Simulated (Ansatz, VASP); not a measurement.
Two plane-wave programs on Nb

```
Nb
1.0
    -1.62311    1.62311    1.62311
     1.62311   -1.62311    1.62311
     1.62311    1.62311   -1.62311
Nb
1
Direct
  0.00000 0.00000 0.00000
```

Alike in both runs: task single point; functional LDA; k mesh 14 × 14 × 14; occupations gaussian, width 0.6 eV; no spin polarisation.

|  | VASP | Ansatz |
| --- | --- | --- |
| version | VASP 6.6.1 | Ansatz 0.2.0 |
| potentials or method | VASP PAW LDA potentials, release 64 (Nb_sv) | plane waves (420 eV) with PAW, scalar-relativistic |
| plane-wave cutoff (eV) | 520 | 420 |
| valence electrons in the cell | 13 | 13 |

Ansatz gave:

| Property | Result |
| --- | --- |
| pressure (GPa) | 1.5 |

Q: Estimate VASP's values.

A: Pressure (GPa): 1.3.

Ansatz warned: «pseudo_functional_mismatch».
